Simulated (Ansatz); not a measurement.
# WC: the cost of one run

Computed with Ansatz 0.2.0 (DFT PBE, scalar-relativistic, plane waves, PAW, unless a step's input says otherwise).

3 further runs of the same task are left out: 3 set aside as unsound or not needed. Runs told in other sessions of the task aren't counted.

### Step 1. The starting structure

The structure is hexagonal, space group P-6m2 (No. 187). Conventional cell: a = 2.922 Å, b = 2.922 Å, c = 2.847 Å, α = 90.00°, β = 90.00°, γ = 120.00°. W (site symmetry -6m2) has 6 C at 2.21 Å in its first shell of neighbours. C (site symmetry -6m2) is surrounded by 6 W at 2.21 Å.

Coordinates:

```
CELL_PARAMETERS angstrom
2.92177 0.00000 0.00000
-1.46089 2.53033 0.00000
0.00000 0.00000 2.84708
ATOMIC_POSITIONS crystal
W 0.00000 0.00000 0.00000
C 0.66667 0.33333 0.50000
```

This cell was relaxed beforehand with the same method: volume 10.52 Å³/atom, gap on the mesh none (metal).

### Step 2. Zero of the scan

input.yaml reads:

```yaml
crystal:
  lattice:
    - [2.921771651, 0.0, 0.0]
    - [-1.4608858255, 2.5303284738, 0.0]
    - [0.0, 0.0, 2.8470758829]
  atoms:
    - { symbol: W, position: [0.0, 0.0, 0.0] }
    - { symbol: C, position: [0.6666666667, 0.3333333333, 0.5] }
basis:
  ecutwfc: 420
kpoints:
  mp_grid: { grid: [24, 24, 24] }
hamiltonian:
  xc: pbe
scf:
  occupations: { method: gaussian, width: 0.15 }
output:
  forces: true
  stress: true
  eigenvalues: true
  write_density: true
  write_potential: true
  elf: true
  volumetric_format: npy
```

The run is started by

```sh
> ansatz run input.yaml --threads 1 --pin off --max-ram 2560MiB --backend cpu --events-out ev --progress --plain --runs-dir out
```

**Question.** How long does this run take on 1 thread of Arm Neoverse V1, shared host, and how much memory does it need?

About 31 s, with a peak of 0.52 GiB.
